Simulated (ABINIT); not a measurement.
# BeTe (F-43m): G0W0 in ABINIT against the plane-wave cutoff

Wanted: the cheapest plane-wave cutoff that holds the gap of BeTe (F-43m).

Program: ABINIT 10.8.3. Level of theory: LDA and many-body steps on it, plane waves. Results are calculated unless marked as measured.

Report form: the programs' logs are mostly left out.

The database entry behind the starting cell differs from later determinations by our own check (an axis about 1.5 % short against later determinations), so it need not match the best structure at ambient conditions.

## (1) Set-up

The structure is cubic, space group F-43m (No. 216). The conventional cell has a = 5.540 Å, b = 5.540 Å, c = 5.540 Å, α = 90.00°, β = 90.00°, γ = 90.00°. Nearest to Be lie 4 Te at 2.40 Å. Nearest to Te lie 4 Be at 2.40 Å. Farther neighbours and most contacts between anions are not listed.

The cell and positions come from the Crystallography Open Database and are kept as given unless a step says otherwise. Spin-orbit coupling is left out unless a step names it.

## (2) Empty states on the mesh, 4×4×4 mesh, 85 bands

This step: ABINIT 10.8.3; DFT, LDA, plane waves, norm-conserving pseudopotentials.

The sums over transitions need many empty states on a uniform mesh; this step solves for them.

The input, run.abi:

```
acell 3*1.0 Angstrom
rprim 
  0.000000000000 2.770000000000 2.770000000000
  2.770000000000 0.000000000000 2.770000000000
  2.770000000000 2.770000000000 -0.000000000000
ntypat 2
znucl 4 52
natom 2
typat 1 2
xred 
  0.000000000000 0.000000000000 0.000000000000
  0.250000000000 0.250000000000 0.250000000000
pp_dirpath "pseudos"
pseudos "Be.upf, Te.upf"
ecut 38
ngkpt 4 4 4
nshiftk 1
shiftk 0 0 0
kptopt 1
chksymbreak 0
iscf -2
irdden 1
istwfk *1
nband 85
nbdbuf 6
tolwfr 1e-09
nstep 60
prtvol 0
indata_prefix "in"
outdata_prefix "out"
tmpdata_prefix "tmp"
```

Run with:

```sh
$ OMP_NUM_THREADS=1 mpirun -n 4 abinit run.abi > log
```

Run time: 14 s. Hardware: 4 MPI ranks of Arm Neoverse V2, shared host; peak memory 0.3 GiB.

This step gave:

| Item | Value |
| --- | --- |
| gap | 1.775 eV |
| k of the valence top | 0, 0, 0 |
| k of the conduction bottom | 0.5, 0.5, 0 |
| least direct gap | 3.600 eV |
| k points computed | 8 |
| lowest point of the top converged band, above the valence top | 70.0731 eV |

On this mesh the gap is 1.775 eV.

The density comes from a self-consistent run that is not shown.

## (3) Empty states on the mesh, 4×4×4 mesh, 31 bands

Edit run.abi of step 2 so:

```diff
@@ -14,3 +14,3 @@
 pseudos "Be.upf, Te.upf"
-ecut 38
+ecut 23
 ngkpt 4 4 4
@@ -23,4 +23,4 @@
 istwfk *1
-nband 85
-nbdbuf 6
+nband 31
+nbdbuf 4
 tolwfr 1e-09
```

The job ended after 2.3 s (4 MPI ranks; peak memory 0.07 GiB).

This step gave:

- gap: 1.795 eV
- k of the valence top: 0, 0, 0
- k of the conduction bottom: 0.5, 0.5, 0
- least direct gap: 3.622 eV
- k points computed: 8
- lowest point of the top converged band, above the valence top: 21.93 eV

On this mesh the gap is 1.795 eV.

## (4) Empty states on the mesh, 4×4×4 mesh, 31 bands

Edit run.abi of step 3 so:

```diff
@@ -14,3 +14,3 @@
 pseudos "Be.upf, Te.upf"
-ecut 23
+ecut 30
 ngkpt 4 4 4
```

Wall time 3.5 s (4 MPI ranks); peak memory 0.25 GiB.

This step gave:

```yaml
gap: 1.775 eV
k_of_the_valence_top: 0, 0, 0
k_of_the_conduction_bottom: 0.5, 0.5, 0
least_direct_gap: 3.600 eV
k_points_computed: 8
lowest_point_of_the_top_converged_band_above_the_valence_top: 21.82 eV
```

On this mesh the gap is 1.775 eV.

## (5) Empty states on the mesh, 4×4×4 mesh, 31 bands

Edit run.abi of step 4 so:

```diff
@@ -14,3 +14,3 @@
 pseudos "Be.upf, Te.upf"
-ecut 30
+ecut 48
 ngkpt 4 4 4
```

The job ended after 5 s (4 MPI ranks; peak memory 0.29 GiB; 20 s of CPU time).

Numbers from this step:

* gap: 1.775 eV
* k of the valence top: 0, 0, 0
* k of the conduction bottom: 0.5, 0.5, 0
* least direct gap: 3.601 eV
* k points computed: 8
* lowest point of the top converged band, above the valence top: 21.82 eV

On this mesh the gap is 1.775 eV.

## (6) Screening, 4×4×4 mesh, 27 bands, screening to 106.1 eV

The RPA dielectric matrix is built and inverted for each q.

This step: RPA screening on LDA, plane waves, norm-conserving pseudopotentials.

Edit run.abi of step 5 so:

```diff
@@ -14,3 +14,3 @@
 pseudos "Be.upf, Te.upf"
-ecut 48
+ecut 23
 ngkpt 4 4 4
@@ -20,10 +20,11 @@
 chksymbreak 0
-iscf -2
-irdden 1
 istwfk *1
-nband 31
-nbdbuf 4
-tolwfr 1e-09
-nstep 60
-prtvol 0
+occopt 1
+irdwfk 1
+optdriver 3
+nband 27
+ecuteps 3.9
+inclvkb 2
+awtr 1
+symchi 1
 indata_prefix "in"
```

Elapsed: 3.5 s, on 4 MPI ranks; peak memory 0.38 GiB; 14 s of CPU time.

This step gave:

```
ε∞ with local fields, on this mesh, along the program's q direction : 8.943
the same without local fields                                       : 10.19
plasma frequency                                                    : 25.47 eV
plane waves in the screening matrix                                 : 113
```

Local fields lower ε∞ by 12 %. On a Γ-centred mesh this coarse the value itself is usually too large, while a short band sum pulls it down.

## (7) 23 Ha

This step: G0W0 on LDA, plane waves, norm-conserving pseudopotentials.

Edit run.abi of step 6 so:

```diff
@@ -23,8 +23,17 @@
 irdwfk 1
-optdriver 3
+optdriver 4
 nband 27
+gwcalctyp 0
+ecutsigx 23
+symsigma 1
+nkptgw 2
+kptgw 
+  0.0000000000 0.0000000000 0.0000000000
+  0.5000000000 0.5000000000 0.0000000000
+bdgw 
+  8 13
+  9 12
 ecuteps 3.9
-inclvkb 2
-awtr 1
-symchi 1
+irdscr 1
+ppmodel 1
 indata_prefix "in"
```

Run time: 2.2 s. Hardware: 4 MPI ranks; peak memory 0.1 GiB.

Numbers from this step:

- G0W0 gap on the points computed: 3.074 eV
- starting gap on the mesh: 1.795 eV
- k of the valence top: 0, 0, 0
- k of the conduction bottom: 0.5, 0.5, 0
- Z at the valence top: 0.811
- Z at the conduction bottom: 0.82
- least direct G0W0 gap on the computed points: 5.265 eV

## (8) Screening, 4×4×4 mesh, 27 bands, screening to 106.1 eV

This step: RPA screening on LDA, plane waves, norm-conserving pseudopotentials.

Edit run.abi of step 7 so:

```diff
@@ -14,3 +14,3 @@
 pseudos "Be.upf, Te.upf"
-ecut 23
+ecut 30
 ngkpt 4 4 4
@@ -23,17 +23,8 @@
 irdwfk 1
-optdriver 4
+optdriver 3
 nband 27
-gwcalctyp 0
-ecutsigx 23
-symsigma 1
-nkptgw 2
-kptgw 
-  0.0000000000 0.0000000000 0.0000000000
-  0.5000000000 0.5000000000 0.0000000000
-bdgw 
-  8 13
-  9 12
 ecuteps 3.9
-irdscr 1
-ppmodel 1
+inclvkb 2
+awtr 1
+symchi 1
 indata_prefix "in"
```

Elapsed: 3.2 s, on 4 MPI ranks; peak memory 0.41 GiB; 13 s of CPU time.

Numbers from this step:

| Quantity | Value |
| --- | --- |
| ε∞ with local fields, on this mesh, along the program's q direction | 9.227 |
| the same without local fields | 10.51 |
| plasma frequency | 25.47 eV |
| plane waves in the screening matrix | 113 |

## (9) 30 Ha

The self-energy is evaluated for the states that the input lists, and the levels follow from it, in one-shot runs by the linearised quasiparticle equation.

This step: G0W0 on LDA, plane waves, norm-conserving pseudopotentials.

Edit run.abi of step 8 so:

```diff
@@ -23,8 +23,17 @@
 irdwfk 1
-optdriver 3
+optdriver 4
 nband 27
+gwcalctyp 0
+ecutsigx 30
+symsigma 1
+nkptgw 2
+kptgw 
+  0.0000000000 0.0000000000 0.0000000000
+  0.5000000000 0.5000000000 0.0000000000
+bdgw 
+  8 13
+  9 12
 ecuteps 3.9
-inclvkb 2
-awtr 1
-symchi 1
+irdscr 1
+ppmodel 1
 indata_prefix "in"
```

Wall time 2.3 s (4 MPI ranks); peak memory 0.14 GiB.

This step gave:

| Property | Result |
| --- | --- |
| G0W0 gap on the points computed | 3.031 eV |
| starting gap on the mesh | 1.775 eV |
| k of the valence top | 0, 0, 0 |
| k of the conduction bottom | 0.5, 0.5, 0 |
| Z at the valence top | 0.81 |
| Z at the conduction bottom | 0.82 |
| least direct G0W0 gap on the computed points | 5.216 eV |

The gap on the mesh goes from 1.77 eV to 3.03 eV, a correction of +1.26 eV.

## (10) Screening, 4×4×4 mesh, 27 bands, screening to 106.1 eV

This step: RPA screening on LDA, plane waves, norm-conserving pseudopotentials.

Edit run.abi of step 9 so:

```diff
@@ -14,3 +14,3 @@
 pseudos "Be.upf, Te.upf"
-ecut 30
+ecut 38
 ngkpt 4 4 4
@@ -23,17 +23,8 @@
 irdwfk 1
-optdriver 4
+optdriver 3
 nband 27
-gwcalctyp 0
-ecutsigx 30
-symsigma 1
-nkptgw 2
-kptgw 
-  0.0000000000 0.0000000000 0.0000000000
-  0.5000000000 0.5000000000 0.0000000000
-bdgw 
-  8 13
-  9 12
 ecuteps 3.9
-irdscr 1
-ppmodel 1
+inclvkb 2
+awtr 1
+symchi 1
 indata_prefix "in"
```

Wall time 4.2 s (4 MPI ranks); peak memory 0.47 GiB.

Numbers from this step:

```yaml
eps_infinity_with_local_fields_on_this_mesh_along_the_program_s_q_direction: 9.272
the_same_without_local_fields: 10.56
plasma_frequency: 25.47 eV
plane_waves_in_the_screening_matrix: 113
```

## (11) 38 Ha

This step: G0W0 on LDA, plane waves, norm-conserving pseudopotentials.

Edit run.abi of step 10 so:

```diff
@@ -23,8 +23,17 @@
 irdwfk 1
-optdriver 3
+optdriver 4
 nband 27
+gwcalctyp 0
+ecutsigx 38
+symsigma 1
+nkptgw 2
+kptgw 
+  0.0000000000 0.0000000000 0.0000000000
+  0.5000000000 0.5000000000 0.0000000000
+bdgw 
+  8 13
+  9 12
 ecuteps 3.9
-inclvkb 2
-awtr 1
-symchi 1
+irdscr 1
+ppmodel 1
 indata_prefix "in"
```

It took 2.7 s on 4 MPI ranks; peak memory 0.17 GiB; 10 s of CPU time.

This step gave:

- G0W0 gap on the points computed: 3.026 eV
- starting gap on the mesh: 1.775 eV
- k of the valence top: 0, 0, 0
- k of the conduction bottom: 0.5, 0.5, 0
- least direct G0W0 gap on the computed points: 5.211 eV

Against the run before, the gap moves by −0.005 eV.

## (12) Screening, 4×4×4 mesh, 27 bands, screening to 106.1 eV

This step: RPA screening on LDA, plane waves, norm-conserving pseudopotentials.

Edit run.abi of step 11 so:

```diff
@@ -14,3 +14,3 @@
 pseudos "Be.upf, Te.upf"
-ecut 38
+ecut 48
 ngkpt 4 4 4
@@ -23,17 +23,8 @@
 irdwfk 1
-optdriver 4
+optdriver 3
 nband 27
-gwcalctyp 0
-ecutsigx 38
-symsigma 1
-nkptgw 2
-kptgw 
-  0.0000000000 0.0000000000 0.0000000000
-  0.5000000000 0.5000000000 0.0000000000
-bdgw 
-  8 13
-  9 12
 ecuteps 3.9
-irdscr 1
-ppmodel 1
+inclvkb 2
+awtr 1
+symchi 1
 indata_prefix "in"
```

Wall time 5 s (4 MPI ranks); peak memory 0.56 GiB.

This step gave:

- ε∞ with local fields, on this mesh, along the program's q direction: 9.274
- the same without local fields: 10.57
- plasma frequency: 25.47 eV
- plane waves in the screening matrix: 113

## (13) 48 Ha

This step: G0W0 on LDA, plane waves, norm-conserving pseudopotentials.

Edit run.abi of step 12 so:

```diff
@@ -23,8 +23,17 @@
 irdwfk 1
-optdriver 3
+optdriver 4
 nband 27
+gwcalctyp 0
+ecutsigx 48
+symsigma 1
+nkptgw 2
+kptgw 
+  0.0000000000 0.0000000000 0.0000000000
+  0.5000000000 0.5000000000 0.0000000000
+bdgw 
+  8 13
+  9 12
 ecuteps 3.9
-inclvkb 2
-awtr 1
-symchi 1
+irdscr 1
+ppmodel 1
 indata_prefix "in"
```

Elapsed: 2.8 s, on 4 MPI ranks; peak memory 0.18 GiB; 11 s of CPU time.

Numbers from this step:

```yaml
g0w0_gap_on_the_points_computed: 3.025 eV
starting_gap_on_the_mesh: 1.775 eV
k_of_the_valence_top: 0, 0, 0
k_of_the_conduction_bottom: 0.5, 0.5, 0
least_direct_g0w0_gap_on_the_computed_points: 5.210 eV
```

Against the run before, the gap moves by −0.001 eV.

## (14) Side by side

Times are wall times on 4 MPI ranks of Arm Neoverse V2, shared host, good to a factor of about two. A run's time includes the screening step that it read.

```csv
run,mesh,bands,screening cutoff (eV),DFT gap (eV),gap on the mesh (eV),direct (eV),ε∞ used,time
23 Ha,4×4×4,27,106.1,1.795,3.074,5.265,8.94,5.7 s
30 Ha,4×4×4,27,106.1,1.775,3.031,5.216,9.23,5.5 s
38 Ha,4×4×4,27,106.1,1.775,3.026,5.211,9.27,6.9 s
48 Ha,4×4×4,27,106.1,1.775,3.025,5.210,9.27,7.8 s
```

## (15) Outcome

| Quantity | Value |
| --- | --- |
| 23 Ha | 3.074 eV |
| 30 Ha | 3.031 eV |
| 38 Ha | 3.026 eV |
| 48 Ha | 3.025 eV |
| known limits | not at the basis limit; exchange with frozen shells missing; no spin-orbit coupling; coarse k mesh |

What this shows: The setting moved: plane-wave cutoff. From 23 Ha to 48 Ha the gap moves by −0.05 eV. It holds to 0.03 eV from 30 Ha on. Bands and screening cutoff are coupled, so a series along one setting does not show full convergence. Bands and cutoff are finite, so the gap is not at the basis limit. The miss can reach some tenths of an eV and take either sign; the mesh is an error of its own. In the G0W0 runs levels were corrected at 2 k points alone, so a gap called «on the mesh» is the least over those, and an edge elsewhere would be missed. The 4×4×4 mesh is coarse for this cell, which bears on the long-range parts of exchange and screening. The norm-conserving file of at least one element keeps a d shell over frozen s and p shells of the same row. Exchange with those shells is missing from the self-energy, an error of 0.3 to 0.9 eV in cases checked, whose sign depends on which edge lies on those atoms. The many-body steps are scalar-relativistic: spin-orbit coupling is not in them.

[Paths, hosts, dates, memory and timing lines, banners, echoed tables and standing remarks are left out of the program output.]

[Logs are printed without paths, hosts, clocks, repeated set-up lines and the standing remarks that a program may print on its own settings, such as how far it seeks lower states.]

[Runs of the session that timed out or met a known fault of the program may be left out.]

[Hosts, paths, dates, database ids (printed as entryN), source tags and the programs' standing remarks are cut or masked in the printed files.]

[G0W0 gaps are taken among the corrected bands and points alone; a level outside them can change the order at an edge.]

[Where Ansatz stands beside ABINIT at settings called matched, ABINIT's density can come from a denser mesh and the files from another edition; pairs whose starting gaps differed by over 0.03 eV were left out, so agreement reads better than it is.]
